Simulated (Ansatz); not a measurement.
# Equation of state of selenium, fcc

The calculation used Ansatz 0.2.0, DFT, revPBE, plane waves (420 eV) with PAW, scalar-relativistic. The PAW files were generated under PBE, with cores re-solved for the functional.

The cell is scaled uniformly from the relaxed one, with fractional coordinates and shape fixed. Energies are extrapolated to zero smearing, pressures are those at the given smearing. Magnetic state: spin not included.

```
V (Å³/atom)  E − E₀ (meV/atom)  P (GPa)
     18.354               70.5    10.63
     19.189               28.0     6.23
     20.023                5.8     2.73
     20.857                0.0    -0.07
     21.691                7.3    -2.30
     22.526               24.9    -4.06
     23.360               50.6    -5.45
```

Fit a third-order Birch-Murnaghan equation.

V₀ = 20.78 Å³/atom, B₀ = 63 GPa, B₀′ = 4.6.
